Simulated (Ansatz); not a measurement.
Zinc-blende InN (metastable phase), treated with Hartree–Fock (plane waves, PAW; Ansatz, a quantum-chemistry and plane-wave program).

Input file:

Ansatz 0.2 input:
```yaml
crystal:
  lattice:
    - [0.0, 2.4732614453, 2.4732614453]
    - [2.4732614453, 0.0, 2.4732614453]
    - [2.4732614453, 2.4732614453, 0.0]
  atoms:
    - { symbol: In, position: [0.0, 0.0, 0.0] }
    - { symbol: N, position: [0.25, 0.25, 0.25] }
basis:
  ecutwfc: 460
  ecutrho_ratio: 4
  xc_grid: 2
kpoints:
  mp_grid: { grid: [10, 10, 10] }
hamiltonian:
  xc: hf
  dispersion: none
  pseudopotentials: { kind: paw }
scf:
  occupations: { method: fermi_dirac, width: 0.01 }
  convergence: { dr2_threshold: 0.0000000002 }
output:
  forces: true
  stress: true
  eigenvalues: true
```

Problem. How many irreducible k-points, plane waves at Γ does the program set up, and what pressure does the run end with?

Solution. 47 irreducible k-points, 645 plane waves at Γ; P = 4.47 GPa, so the cell is compressed on average and its volume would grow at this level.

Output (set-up and result lines):

```
WARN output.stress: scf.exx.energy_threshold = 1e-6 eV is looser than the 2e-8 eV advised for a stress under a hybrid functional (1e-8 eV for each atom of the …
Crystal: 2 atoms, lattice volume = 30.258 Å³
Basis set: ecut = 460 eV, 645 PW (Γ), exchange–correlation on 50×50×50 points (8 copies of the dense FFT grid, shifted against one another)
Bands: 13, of which v1, the nominal top of the filled ones, is band 9 counted from 1 (8 counted from 0)
Symmetry: 24 space group operations
Space group: F-43m (ITA 216), of the structure as read, at distance tolerance 3.1e-5 Å
k-points: 47 of 1000 (time reversal used)
Functional: x = pbe(κ = 0.804, μ = 0.2195149727645171), c = none, warm-up for x = 0 pbe(κ = 0.804, μ = 0.2195149727645171) + 1 exact, c = none
SCF iter   1: F=—  HF=-5902.998488 eV  |F-HF|=—  |Δ(HF+E_count)|=         —  Δρ=1.02e-2  dr2=2.73e-2
SCF iter   2: F=—  HF=-5902.992762 eV  |F-HF|=—  |Δ(HF+E_count)|=   5.73e-3  Δρ=3.27e-3  dr2=3.00e-3
  ...
SCF 1 converged in 7 iterations: F = -5902.992449 eV  dr2 = 1.12e-10
Crystal: 2 atoms, lattice volume = 30.258 Å³
Initial density: handed on by an earlier stage of this run
Functional: x = 0 pbe(κ = 0.804, μ = 0.2195149727645171) + 1 exact, c = none
SCF 2 converged in 9 iterations: F = -5916.107170 eV  dr2 = 1.06e-11
Crystal: 2 atoms, lattice volume = 30.258 Å³
SCF 3 converged in 7 iterations: F = -5916.424653 eV  dr2 = 1.34e-10
Crystal: 2 atoms, lattice volume = 30.258 Å³
Crystal: 2 atoms, lattice volume = 30.258 Å³
Crystal: 2 atoms, lattice volume = 30.258 Å³
SCF iter   4: F=—  HF=-5916.477777 eV  |F-HF|=—  |Δ(HF+E_count)|=   1.14e-9  Δρ=8.17e-7  dr2=2.59e-10
SCF iter   5: F=-5916.477777 eV  HF=-5916.477777 eV  |F-HF|=3.91e-11  |Δ(HF+E_count)|=  2.20e-10  Δρ=3.93e-7  dr2=5.14e-11
SCF 6 converged in 5 iterations: F = -5916.477777 eV  dr2 = 5.14e-11
Free energy (F): -5916.477777 eV
Internal energy: -5916.477777 eV  (E = F + TS)
E sigma→0 (E₀):  -5916.477777 eV
Fermi energy:    10.274190 eV
--- Forces (eV/Å), atoms counted from 1 ---
  atom   1  In    -0.00000000     0.00000000     0.00000000
  atom   2  N     -0.00000000     0.00000000    -0.00000000
--- Stress (GPa, compression-positive) ---
        4.468674       0.000000      -0.000000
        0.000000       4.468674       0.000000
       -0.000000       0.000000       4.468674
  P = ⅓ Tr σ = 4.4687 GPa (44.687 kbar)
```

The cell is one volume of an energy–volume scan, off the minimum.

The PAW data were made under PBE.

The result took around 2.1 core-minutes (rough).
